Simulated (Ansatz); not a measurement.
Computed with DFT PBE, scalar-relativistic, plane waves, PAW in Ansatz. All cells share a 420 eV cutoff and Γ-centred k meshes spaced at most about 0.3 Å⁻¹ (about 0.25 or finer for metals, 2π included). No spin polarisation.

Each guess is relaxed in cell and atoms at zero pressure, on a coarse mesh first where it starts far from rest and then on a converged one. The steps can't lower the symmetry of the start, but it can rise. Energies are static (0 K, no zero-point motion).

This guess for Bi2Te3 isn't its lowest structure:

```yaml
crystal:
  lattice:
    - [5.56706, 0.00000, 0.00000]
    - [0.00000, 5.56706, 0.00000]
    - [0.00000, 0.00000, 5.56706]
  atoms:
    - { symbol: Bi, position: [0.00000, 0.00000, 0.00000] }
    - { symbol: Bi, position: [0.50000, 0.50000, 0.50000] }
    - { symbol: Te, position: [0.00000, 0.50000, 0.50000] }
    - { symbol: Te, position: [0.50000, 0.00000, 0.50000] }
    - { symbol: Te, position: [0.50000, 0.50000, 0.00000] }
```

Task: What does it relax into?

Result: Pm-3m at 34.5 Å³/atom → Pm-3m at 40.2 Å³/atom. Conventional cell: a = 5.857 Å. Around Bi on its first site lie 12 Te at 4.14 Å (long contacts); around Bi on its second site lie 6 Te at 2.93 Å; Te has 2 Bi at 2.93 Å, 4 Bi at 4.14 Å and 8 Te at 4.14 Å.

```
Bi Te
1.0
     5.85722    0.00000    0.00000
     0.00000    5.85722    0.00000
     0.00000    0.00000    5.85722
Bi Te
2 3
Direct
  0.00000 0.00000 0.00000
  0.50000 0.50000 0.50000
  0.00000 0.50000 0.50000
  0.50000 0.00000 0.50000
  0.50000 0.50000 0.00000
```

Task: Compare it with the lowest Bi2Te3 structure at this level.

Result: It lies 0.83 eV/atom above the lowest of the 3 forms computed, a structure that the Crystallography Open Database (COD) lists, of the tetradymite type. Space group R-3m (No. 166), trigonal, a = 4.447 Å, c = 32.156 Å. Around Bi lie 3 Te at 3.09 Å and 3 Te at 3.29 Å; Te on a site of symmetry 3m has 3 Bi at 3.09 Å; Te on a site of symmetry -3m is surrounded by 6 Bi at 3.29 Å. That form has 36.7 Å³/atom and a gap of 0.54 eV on its mesh; the guess's end has none. Counting Te atoms around Bi (those within 1.25 times the shortest such distance or 1.15 times the sum of covalent radii; the shortest distance is added where it is long for a bond; a slash parts the counts of unlike sites), the guess's end has Bi 6/12 from 4.1 Å and the lowest form has Bi 6.

No dispersion correction is applied, so the spacing and binding between layers, chains or molecules are poorly described (R-3m), and this can change margins and order among such cells. Spin–orbit coupling, which can matter for Bi and Te, is left out. Kohn–Sham gaps at this level usually fall short of measured ones. The missing spin–orbit coupling can work the other way here. The zero gap of Pm-3m may come from the functional, which often closes small gaps. Some types were kept out of the candidates beforehand, so the set may lack a known form.

The cubic guess keeps its perovskite-like topology and simply swells, ending far above the tetradymite-type form. The two Bi sites have very unequal bonding. One sits in a tight octahedron with Te at 2.93 Å, while the other occupies a cage whose nearest Te, at 4.14 Å, are too distant for normal bonds. Cubic geometry ties these lengths together, so shrinking the cage would over-compress the octahedron. Tetradymite instead gives every Bi six Te neighbours within bonding reach, which probably accounts for most of the 0.83 eV/atom, a margin too large for interlayer dispersion to plausibly overturn.

Formal charges balance in both structures, so electron count alone doesn't explain the missing cubic gap; weakly bonded Bi 6p states lying low in energy are one possible cause. The tetradymite gap of 0.54 eV is well above the measured one, most likely because spin–orbit coupling, which drives the known band inversion, is absent. Whether the cubic end point is a local minimum or a saddle that off-centring of the caged Bi would lower remains untested.
